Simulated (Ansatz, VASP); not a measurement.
# CdS in VASP and in Ansatz

```
CELL_PARAMETERS angstrom
0.00000 2.85003 2.63779
2.85003 0.00000 2.63779
2.85003 2.85003 0.00000
ATOMIC_POSITIONS crystal
Cd 0.00000 0.00000 0.00000
S 0.50000 0.50000 0.50000
```

Change from the starting cell: epitaxial_xy strain +4.5%.

Alike in both runs: task single point; functional r2SCAN; k mesh 8 × 8 × 8; occupations fermi-dirac, width 0.02 eV; no spin polarisation.

```csv
,VASP,Ansatz
version,VASP 6.6.1,Ansatz 0.2.0
potentials or method,"VASP PAW PBE potentials, release 64 (Cd, S)","plane waves, PAW"
plane-wave cutoff (eV),520,500
valence electrons in the cell,18,26
```

|  | VASP | Ansatz | Ansatz less VASP |
| --- | --- | --- | --- |
| pressure (GPa) | -2.8 | -3.2 | -0.39 |
| largest component of the traceless stress (GPa) | 3.34 | 3.18 | -0.168 |

The two sets of potentials don't hold the same shells in valence.

Caveats: the PAW data sets were made with another functional, which shifts forces and pressure a little (VASP). A k mesh can miss the band edges.
